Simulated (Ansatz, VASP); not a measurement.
**One calculation of Mo, two programs**

File INCAR:

```
SYSTEM = Mo
ALGO = Normal
EDIFF = 1E-7
ENCUT = 520
GGA = PE
ISIF = 2
ISMEAR = -1
LASPH = .TRUE.
LCHARG = .FALSE.
LREAL = .FALSE.
LWAVE = .FALSE.
NBANDS = 13
NELM = 100
PREC = Accurate
SIGMA = 0.08
```

KPOINTS

```
k-points
0
G
  18 18 16
  0 0 0
```

File POSCAR:

```
Mo
1.0
    2.7721062491      0.0000000000      0.0000000000
   -1.3860531246      2.4007144337      0.0000000000
    0.0000000000      0.0000000000      2.5241163024
Mo
1
Direct
    0.0000000000      0.0000000000      0.0000000000
```

Input for Ansatz:

```yaml
crystal:
  lattice:
    - [2.7721062491, 0.0, 0.0]
    - [-1.3860531246, 2.4007144337, 0.0]
    - [0.0, 0.0, 2.5241163024]
  atoms:
    - { symbol: Mo, position: [0.0, 0.0, 0.0] }
kpoints:
  mp_grid: { grid: [18, 18, 16] }
scf:
  occupations: { method: fermi_dirac, width: 0.08 }
hamiltonian:
  xc: pbe
  pseudopotentials: { kind: nc }
output:
  forces: true
  stress: true
  eigenvalues: true
```

Change from the starting cell: volume scaled by 1, norm-conserving files.

Alike in both runs: task single point; functional PBE; k mesh 18 × 18 × 16; occupations fermi-dirac, width 0.08 eV; no spin polarisation.

|  | VASP | Ansatz |
| --- | --- | --- |
| version | VASP 6.6.1 | Ansatz 0.2.0 |
| potentials or method | VASP PAW PBE potentials, release 64 (Mo_sv) | norm-conserving pseudopotentials, scalar-relativistic |
| plane-wave cutoff (eV) | 520 | 1088 |
| valence electrons in the cell | 14 | 14 |

|  | VASP | Ansatz | Ansatz less VASP |
| --- | --- | --- | --- |
| pressure (GPa) | 0.5 | 0.0 | -0.47 |
| largest component of the traceless stress (GPa) | 0.19 | 0.04 | -0.144 |
